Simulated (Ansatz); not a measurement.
**CaF2 (Fluorite) under changes of volume**

One of the cells (13.579 Å³/atom); the others are scaled copies at fixed shape and fractional positions:

```
Ca F
1.0
     0.00000    2.73100    2.73100
     2.73100    0.00000    2.73100
     2.73100    2.73100    0.00000
Ca F
1 2
Direct
  0.00000 0.00000 0.00000
  0.75000 0.75000 0.75000
  0.25000 0.25000 0.25000
```

| Item | Value |
| --- | --- |
| Program | Ansatz 0.2.0 |
| Functional | PBE |
| Potentials or basis | Ansatz PAW |
| Cutoff | 420 eV (not typed: the program's choice for these potentials) |
| k mesh | 8 × 8 × 8 |
| Occupations | fermi-dirac, width 0.05 eV |
| Spin | no spin polarisation |

```csv
volume (Å³/atom),energy over the lowest point (meV/atom),pressure (GPa),gap on the mesh (eV)
12.764,?,?,?
13.036,16.17,6.1,7.55
13.308,7.53,4.0,7.42
13.579,2.29,2.2,7.30
13.851,0.00,0.5,7.18
14.122,0.35,-0.9,7.07
14.394,3.06,-2.3,6.96
```

Problem. What does the run at 12.764 Å³/atom give?

Solution. Energy over the lowest point 28.34 meV/atom; pressure 8.4 GPa; gap on the mesh 7.68 eV.

Worked out: A Birch-Murnaghan fit of order 3 (a polynomial in V^(-2/3)) to the other rows has its minimum at 13.95 Å³/atom with B0 = V·E''(V) = 77 GPa and B' = 5.2. It gives 28.60 meV/atom at 12.764 Å³/atom, against the run's 28.34, and -dE/dV = 8.5 GPa, against 8.4. A straight line through the other rows of the gap, of slope -5.94 eV per unit of ln V, extrapolates to 7.67 eV, against the run's 7.68.

Energies are extrapolated to zero smearing.

A mesh can miss the band edges.
